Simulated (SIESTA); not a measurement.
**Pb under changes of volume**

One of the cells (30.929 Å³/atom); the others are scaled copies at fixed shape and fractional positions:

```
Pb
1.0
     0.00000    2.49141    2.49141
     2.49141    0.00000    2.49141
     2.49141    2.49141    0.00000
Pb
1
Direct
  0.00000 0.00000 0.00000
```

* Program: SIESTA 5.4.2
* Functional: PBEsol
* Potentials or basis: PseudoDojo 0.4 standard (PBEsol files)
* Basis: DZP (energy shift 0.003 Ry; two zetas on semicore shells)
* Grid cutoff: 500 Ry
* Energy shift: 0.003 Ry
* k mesh: 9 × 9 × 9
* Occupations: fermi-dirac, width 0.05 eV
* Spin: no spin polarisation

```csv
volume (Å³/atom),energy over the lowest point (meV/atom),pressure (GPa)
28.503,15.75,3.3
29.110,5.78,2.0
29.716,0.23,1.0
30.929,0.00,-0.9
31.535,?,?
32.142,12.08,-2.3
```

Problem. What does the run at 31.535 Å³/atom give?

Solution. Energy over the lowest point 4.84 meV/atom; pressure -1.6 GPa.

Worked out: A Birch-Murnaghan fit of order 3 (a polynomial in V^(-2/3)) to the other rows has its minimum at 30.33 Å³/atom with B0 = V·E''(V) = 45 GPa and B' = 4.7. It gives 4.68 meV/atom at 31.535 Å³/atom, against the run's 4.84, and -dE/dV = -1.6 GPa, against -1.6.

Energies are extrapolated to zero smearing.

Caveats: the basis of atomic orbitals isn't converged, which shifts pressures, moduli and gaps.
